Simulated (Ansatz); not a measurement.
Crystal: Zr.

```
Zr
1.0
     0.00000    2.25500    2.25500
     2.25500    0.00000    2.25500
     2.25500    2.25500    0.00000
Zr
1
Direct
  0.00000 0.00000 0.00000
```

This isn't the form of Zr at room conditions, which is hcp.

Below is the output of Ansatz 0.2.0 for this cell. Logs are shortened: lines on timing, memory, paths and dates and some standing lists are left out, and cuts for length are marked.

```text
Warning: the checks of this Zr dataset prove no rule for summing its radial tables, as where they were carried onto another mesh than they were made on, and Gregory's rule is taken, under which a leading mesh point left out moves its sums only by what lay on the interval it spanned. That does not make them correct, and they differ from Quantum ESPRESSO's on this file; a re-export a fraction of a mesh step off can move them. hamiltonian.pseudopotentials.radial_quadrature: simpson_from_first_knot sums it by `pw.x`'s rule; on a PAW file no value gives `pw.x`'s numbers. What more to know: hamiltonian.pseudopotentials.radial_quadrature, in the input reference
Warning: RAYON_NUM_THREADS=1 ignored (pool sized by the plan → 1); use --threads N
Engine: ansatz 0.2.0, x86_64-unknown-linux-gnu
Pseudopotentials: kind: paw
Pseudopotential: Zr, paw, valence charge 12, recommended cutoff 990 eV (normal), Zr.paw.azcp
Functional definition: PBE
  parameter kappa = 0.804
  parameter beta = 0.06672455060314922
  exchange = pbe_x(kappa = kappa, mu = beta*pi^2/3)
  correlation = pbe_c(beta = beta)
Crystal: 1 atoms, lattice volume = 22.933 Å³
Basis set: ecut = 990 eV, 1639 PW (Γ), exchange–correlation on 80×80×80 points (8 copies of the dense FFT grid, shifted against one another)
Bands: 10, of which v1, the nominal top of the filled ones, is band 6 counted from 1 (5 counted from 0)
Symmetry: 48 space group operations
Space group: Fm-3m (ITA 225), of the structure as read, at distance tolerance 2.8e-5 Å
k-points: 47 of 1000
Non-local potential: Zr, projectors of the file, l = 0: 2, l = 1: 2, l = 2: 2
PAW form: compensated (Kresse and Joubert's): semilocal exchange-correlation on the pseudo side sees the compensation charge
PAW frozen core: Zr, regenerated for the run's functional, and the local potential with it (the file was generated under x = slater, c = lda)
PAW one-centre angular grid: Zr, 590 points (default); XC on 64 Gauss nodes
Initial density: superposition of atomic densities (chi_scale 0.1, normalization cell)
Initial wavefunctions: pseudopotential atomic-orbital guess
Functional: x = pbe(κ = 0.804, μ = 0.2195149727645171), c = pbe(β = 0.06672455060314922)
SCF iter   1: F=—  HF=-4178.018752 eV  |F-HF|=—  |Δ(HF+E_count)|=         —  Δρ=5.39e-2  dr2=9.31e-1  ethr=1.00e-1  ⟨swp⟩=3.1  Hψ=1472  notcnv=0
preconditioner: auto → none  [metal: Δε(μ)=0.043 eV  Ē_g=5.350 eV  σ=0.050 eV  W_gap=0.43  n_scr=8 (ndim 8)  ℏωp=15.5 eV  f_vac=0.000  D(μ)=1.47/eV (n_scr^D=14)  sad-step TF]
SCF iter   2: F=—  HF=-4177.813791 eV  |F-HF|=—  |Δ(HF+E_count)|=   2.05e-1  Δρ=3.42e-2  dr2=3.63e-1  ethr=7.76e-3  ⟨swp⟩=2.6  Hψ=985  notcnv=0
iter 3 solved again at ethr=2.87e-5 eV; its pass at ethr=3.03e-3 eV (dr2=3.45e-3 eV) is discarded
SCF iter   3: F=—  HF=-4177.701892 eV  |F-HF|=—  |Δ(HF+E_count)|=   1.12e-1  Δρ=4.40e-3  dr2=3.76e-3  ethr=2.87e-5  ⟨swp⟩=3.0  Hψ=2395  notcnv=0
SCF iter   4: F=—  HF=-4177.702585 eV  |F-HF|=—  |Δ(HF+E_count)|=   6.93e-4  Δρ=8.58e-4  dr2=1.71e-4  ethr=2.87e-5  ⟨swp⟩=3.0  Hψ=1160  notcnv=0
SCF iter   5: F=—  HF=-4177.702562 eV  |F-HF|=—  |Δ(HF+E_count)|=   2.34e-5  Δρ=1.95e-4  dr2=1.07e-5  ethr=1.42e-6  ⟨swp⟩=3.0  Hψ=829  notcnv=0
SCF iter   6: F=-4177.702558 eV  HF=-4177.702558 eV  |F-HF|=3.79e-9  |Δ(HF+E_count)|=   3.77e-6  Δρ=2.38e-5  dr2=2.32e-8  ethr=8.88e-8  ⟨swp⟩=2.0  Hψ=1619  notcnv=0
SCF 1 converged in 6 iterations: F = -4177.702558 eV  dr2 = 2.32e-8
  Residual-converged pass: ⟨swp⟩=4.2  Hψ=1285  notcnv=0  max |occ|·‖R‖ = 6.6e-6 eV (tolerance 6.7e-6 eV)  dr2=3.65e-8  dr2_onsite=3.49e-8  max |Δocc| = 3.4e-9
  greatest PAW one-centre occupation: 0.989 electrons in one spin orbital (limit 2), on the Zr atom at site 0 (counted from 0), in its partial waves of l = 0
SCF converged after 6 iterations
Free energy (F): -4177.702558 eV
Harris-Foulkes:  -4177.702558 eV  (|F-HF|=3.79e-9)
Internal energy: -4177.700235 eV  (E = F + TS)
E sigma→0 (E₀):  -4177.701396 eV
Entropy (-TS):   -0.002323 eV (-2.323 meV/atom)
Fermi energy:    13.973172 eV
--- Per-component energies (eV) ---
  E_band       = -95.382365
  E_kinetic    = 328.067303
  E_local      = -878.825850  (includes V_loc(G=0)·N_el)
  E_nonlocal   = 346.412452
  E_hartree    = 202.882134
  E_xc         = -192.308483
  E_vxc        = -218.598136  (∫ρ·V_xc dr)
  E_paw        = -2929.560221  (= ΣΔE_a)
  E_vpaw       = -78.202709  (= ΣTr[D̂ρ^β])
  E_aug_tail   = -0.000001  (compensation charges beyond the density's cutoff)
  E_ewald      = -1053.984028
  E_core_change = -0.383542  (= ΣΔE_core)
  E_smearing   = -0.002323  (= −TS)
  E_closure    = 0.000000  (closes the sum)
  Σ components = -4177.702558   (vs F -4177.702558, Δ=0.00e0)
--- Forces (eV/Å), atoms counted from 1 ---
  atom   1  Zr     0.00000000     0.00000000    -0.00000000
  max |Σ_I F_I| component: 2.22e-31 eV/Å
--- Stress (GPa, compression-positive) ---
        1.297896       0.000000      -0.000000
        0.000000       1.297896      -0.000000
       -0.000000      -0.000000       1.297896
  P = ⅓ Tr σ = 1.2979 GPa (12.979 kbar)
--- Band table (eV; the first three rows and the last of 47) ---
  k-point 0: bands = ["-34.6807", "-12.1806", "-12.1806", "-12.1806", "8.4236", "14.9786", "14.9786", "14.9786", "17.4377", "17.4377"]
  k-point 1: bands = ["-34.6666", "-12.2830", "-12.1932", "-12.1932", "8.7461", "14.6938", "15.1236", "15.1236", "17.2989", "17.2989"]
  k-point 2: bands = ["-34.6295", "-12.5443", "-12.2261", "-12.2261", "9.5913", "14.1643", "15.3362", "15.3362", "17.2347", "17.2347"]
  k-point 46: bands = ["-34.4817", "-12.9254", "-12.7455", "-12.5528", "12.0599", "12.9690", "14.3348", "16.7261", "19.7801", "22.5398"]
```

Problem. What input gives this log?

Solution. Single point with PBE, no spin polarisation. The files as run (others can give the same):

input.yaml
```yaml
crystal:
  lattice:
    - [0.0, 2.255, 2.255]
    - [2.255, 0.0, 2.255]
    - [2.255, 2.255, 0.0]
  atoms:
    - { symbol: Zr, position: [0.0, 0.0, 0.0] }
hamiltonian:
  xc: pbe
  pseudopotentials: { kind: paw, xc_functional: lda, accuracy: standard }
kpoints:
  mp_grid: { grid: [10, 10, 10] }
scf:
  occupations: { method: gaussian, width: 0.05 }
  eigensolver: { kind: davidson }
output:
  forces: true
  stress: true
  eigenvalues: true
basis:
  precision: f64
```

Potentials or basis: JTH PAW LDA.
Command:
```bash
$ ansatz run input.yaml --threads 1 --pin off --max-ram 2560MiB --backend cpu --events-out ev --progress --plain --runs-dir out
```
